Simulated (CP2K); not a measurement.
HfC:

```
Hf C
1.0
     3.28805    0.00000    0.00000
     1.64402    2.84753    0.00000
     1.64402    0.94918    2.68468
Hf C
1 1
Direct
  0.50000 0.50000 0.50000
  0.00000 0.00000 0.00000
```

Base run:

* Program: CP2K 2026.2
* Functional: PBEsol
* Dispersion: D4
* Potentials or basis: POTENTIAL_UZH Hf GTH-PBE-q12, C GTH-PBE-q4; TZVP-MOLOPT-PBE-GTH basis
* Density cutoff: 6123 eV
* k mesh: 10 × 10 × 10
* Occupations: fermi-dirac, width 0.05 eV
* Spin: no spin polarisation

Its results: band gap on the k mesh none (metal or under the smearing width); pressure -8.4 GPa.

Q: The run is repeated on the same cell with these changes: dispersion from D4 to D3(BJ)+ATM. What comes out?

A: Band gap on the k mesh none (metal or under the smearing width); pressure -10.7 GPa.

Caveats: the potentials were made for another functional, which shifts forces and pressure; the basis of atomic orbitals isn't converged, which shifts pressures, moduli and gaps; pairwise dispersion overbinds metals, which lowers pressure and volume.

Not every run made on this cell is shown here.
